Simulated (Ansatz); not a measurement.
Crystal: SnO2.

```xyz
6
Lattice="3.2306 0.0000 0.0000 -1.6153 2.7978 0.0000 0.0000 0.0000 10.7906" Properties=species:S:1:pos:R:3 pbc="T T T"
Sn    0.0000    0.0000    0.0000
Sn    0.0000    0.0000    5.3953
O     0.0000    1.8652    9.7748
O     0.0000    1.8652    6.4111
O     1.6153    0.9326    1.0158
O     1.6153    0.9326    4.3795
```

Measurements of this composition are mostly on another form, of space group No. 136.

* Program: Ansatz 0.2.0
* Task: relaxation of cell and atoms
* Functional: PBE
* Potentials or basis: Ansatz PAW
* Cutoff: 420 eV (not typed: the program's choice for these potentials)
* k mesh: 7 × 7 × 3
* Occupations: fermi-dirac, width 0.05 eV
* Spin: no spin polarisation

At the start: volume 16.25 Å³/atom.

Q: Where does the relaxation end?

A: It ends after 23 steps and the volume is 18.07 Å³/atom (+11.2 %); space group P6_3/mmc (No. 194, to 0.05 Å).

Step by step:
```
step  energy change (eV)  largest force (eV/Å)  volume (Å³)
   1              0.0000                0.0949        97.53
   2              0.0011                0.0276        99.82
   3              0.0016                0.0008       100.11
   4              0.0020                0.0002       100.23
   5             -0.0129                0.0018       100.23
   6             -0.0091                0.0109       101.90
   7             -0.0042                0.0153       103.07
   8             -0.0052                0.0005       102.88
   9             -0.0189                0.0009       102.88
  10             -0.0146                0.0010       104.30
  11             -0.0118                0.0005       104.97
  12             -0.0216                0.0003       104.97
  13             -0.0178                0.0000       106.11
  14             -0.0162                0.0031       106.50
  15             -0.0227                0.0024       106.50
  16             -0.0200                0.0006       107.28
  17             -0.0190                0.0005       107.53
  18             -0.0231                0.0000       107.53
  19             -0.0207                0.0004       108.21
  20             -0.0214                0.0003       108.02
  21             -0.0234                0.0005       108.02
  22             -0.0218                0.0004       108.44
  23             -0.0237                0.0005       108.44
```

Final structure:
```xyz
6
Lattice="3.2273 0.0000 0.0000 -1.6136 2.7949 0.0000 0.0000 0.0000 12.0225" Properties=species:S:1:pos:R:3 pbc="T T T"
Sn    0.0000    0.0000    0.0000
Sn    0.0000    0.0000    6.0112
O     0.0000    1.8633   11.0106
O     0.0000    1.8633    7.0232
O     1.6136    0.9316    1.0119
O     1.6136    0.9316    4.9993
```

Caveat: the plane-wave basis is chosen anew once the cell has moved, so the energies of steps on either side of that aren't comparable; the pressure holds a Pulay correction of +0.6 GPa for the finite cutoff.
